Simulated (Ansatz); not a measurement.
## Strain and field gradients in HgTe

Cell: an entry of the Crystallography Open Database (COD), whose atoms a relaxation with PBE at fixed cell left in place.

```xyz
2
Lattice="0.0000 3.2235 3.2235 3.2235 0.0000 3.2235 3.2235 3.2235 0.0000" Properties=species:S:1:pos:R:3 pbc="T T T"
Hg    0.0000    0.0000    0.0000
Te    1.6117    1.6117    1.6117
```

Atom numbers follow the list; atoms alike are taken as one site, whose name carries the number of the first.

All values are calculated (Ansatz; DFT, PBE, plane waves and PAW, scalar-relativistic, 420 eV cutoff, Γ-centred 13×13×13 k-points, Fermi–Dirac smearing 0.05 eV), not measured.

The cell is stretched along z (the third Cartesian axis of the run's cell), x and y held, and the ions relax again each time.

| strain along z (%) | Hg: V along z (10²¹ V/m²) | Te: V along z (10²¹ V/m²) |
| --- | --- | --- |
| -3 | 1.74 | -1.67 |
| -2 | 1.15 | -1.11 |
| -1 | 0.57 | -0.56 |
| 0 | 0.00 | 0.00 |
| +1 | -0.56 | 0.56 |
| +2 | ? | ? |
| +3 | -1.61 | 1.68 |

(1) Estimate the row at +2 % from the others.

Results:

(1) Hg: -1.09; Te: 1.12. Worked for Hg: a straight line through the other 6 rows has a slope of -0.559 × 10²¹ V/m² per per cent of strain and gives -1.09 at +2 %, against -1.09 from the run, so the response is nearly linear here. For ²⁰¹Hg that is −5.2 MHz of C_Q per per cent. Worked for Te: a straight line through the other 6 rows has a slope of 0.559 × 10²¹ V/m² per per cent of strain and gives 1.12 at +2 %, against 1.12 from the run, so the response is nearly linear here. Without strain Hg and Te sit on a cubic site without a gradient, so the whole gradient comes from the strain.
